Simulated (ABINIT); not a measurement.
Crystal: BAs.

```
As B
1.0
     0.00000    2.38850    2.38850
     2.38850    0.00000    2.38850
     2.38850    2.38850    0.00000
As B
1 1
Direct
  0.75000 0.75000 0.75000
  0.00000 0.00000 0.00000
```

Base run:

```yaml
Program: ABINIT 10.8.3 (patched build)
Functional: r2SCAN
Potentials_or_basis: JTH PAW PBE v2.0
Cutoff: 490 eV
k_mesh: 6 × 6 × 6
Occupations: fermi-dirac, width 0.05 eV
Spin: no spin polarisation
```

Its results: band gap on the k mesh 1.45 eV, indirect (least direct gap 3.42 eV); pressure 0.7 GPa.

**Question.** The run is repeated on the same cell with these changes: k mesh from 6 × 6 × 6 to 13 × 13 × 13. What comes out?

**Answer.** Band gap on the k mesh 1.36 eV, indirect (least direct gap 3.43 eV); pressure 0.7 GPa.

Caveats: the PAW data sets were made with another functional, which shifts forces and pressure a little; an odd mesh through Γ misses points on the zone boundary, where band edges often lie (some runs).
